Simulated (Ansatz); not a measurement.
## Al2Ru under changes of volume

One of the cells (13.706 Å³/atom); the others are scaled copies at fixed shape and fractional positions:

```
Ru Al
1.0
    -1.56042    1.56042    4.22181
     1.56042   -1.56042    4.22181
     1.56042    1.56042   -4.22181
Ru Al
1 2
Direct
  0.00000 0.00000 0.00000
  0.34080 0.34080 0.00000
  0.65920 0.65920 0.00000
```

The cell comes from a database or a generator and needn't be the stable form of this composition.

- Program: Ansatz 0.2.0
- Functional: LDA
- Potentials or basis: Ansatz PAW
- Cutoff: 420 eV (not typed: the program's choice for these potentials)
- k mesh: 12 × 12 × 12
- Occupations: fermi-dirac, width 0.05 eV
- Spin: no spin polarisation

```csv
volume (Å³/atom),energy over the lowest point (meV/atom),pressure (GPa),largest force (eV/Å)
12.884,?,?,?
13.158,1.67,3.1,0.000
13.432,0.00,-1.0,0.071
13.706,4.90,-4.6,0.138
13.980,15.68,-7.9,0.199
14.255,31.74,-10.8,0.255
14.529,52.51,-13.4,0.307
```

Problem. What does the run at 12.884 Å³/atom give?

Solution. Energy over the lowest point 10.69 meV/atom; pressure 7.6 GPa; largest force 0.078 eV/Å.

Worked out: A Birch-Murnaghan fit of order 3 (a polynomial in V^(-2/3)) to the other rows has its minimum at 13.36 Å³/atom with B0 = V·E''(V) = 192 GPa and B' = 4.4 at fixed shape and positions, which overstates the stiffness. It gives 10.65 meV/atom at 12.884 Å³/atom, against the run's 10.69, and -dE/dV = 7.6 GPa, against 7.6.

Energies are extrapolated to zero smearing.

Caveats: the PAW data sets come from PBE, with cores solved anew for the run's functional, which leaves a small shift of forces and pressure.
